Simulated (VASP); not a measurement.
Crystal: AlN.

```xyz
4
Lattice="3.1131 0.0000 0.0000 -1.5566 2.6960 0.0000 0.0000 0.0000 4.9818" Properties=species:S:1:pos:R:3 pbc="T T T"
Al    0.0000    1.7974    4.9768
Al    1.5566    0.8987    2.4859
N     0.0000    1.7974    1.8981
N     1.5566    0.8987    4.3890
```

Base run:

- Program: VASP 6.6.1
- Functional: PBE-EpsX
- Potentials or basis: VASP PAW PBE potentials, release 64 (Al, N)
- Cutoff: 520 eV
- k mesh: 6 × 6 × 4
- Occupations: gaussian, width 0.03 eV
- Spin: no spin polarisation

Its results: band gap on the k mesh 6.03 eV, direct; pressure -1.2 GPa; largest force 0.006 eV/Å.

Task: The run is repeated on the same cell with these changes: functional from PBE-EpsX to PBE0. What comes out?

Result: Band gap on the k mesh 6.27 eV, direct; pressure -1.8 GPa; largest force 0.007 eV/Å.

Caveats: the PAW data sets were made with another functional, which shifts forces and pressure a little.
